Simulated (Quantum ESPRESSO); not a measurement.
WC (Qusongite):

```
W C
1.0
     2.90650    0.00000    0.00000
    -1.45325    2.51710    0.00000
     0.00000    0.00000    2.83660
W C
1 1
Direct
  0.00000 0.00000 0.00000
  0.66667 0.33333 0.50000
```

Base run:

| Quantity | Value |
| --- | --- |
| Program | Quantum ESPRESSO 7.5 |
| Functional | PBEsol |
| Potentials or basis | GBRV 1.5 PBEsol |
| Cutoff | 762 eV |
| Density cutoff | 6095 eV |
| k mesh | 10 × 10 × 9 |
| Occupations | fermi-dirac, width 0.05 eV |
| Spin | no spin polarisation |
| Hubbard terms | W d U = 1 eV |

Its results: band gap on the k mesh none (metal or under the smearing width); pressure -2.4 GPa.

Problem. The run is repeated on the same cell with these changes: hubbard terms from W d U = 1 eV to W d U = 4 eV. What comes out?

Solution. Band gap on the k mesh none (metal or under the smearing width); pressure -1.8 GPa.

Caveats: U without spin polarisation on a metal has little footing; the U is typed as a test and isn't derived for this compound.
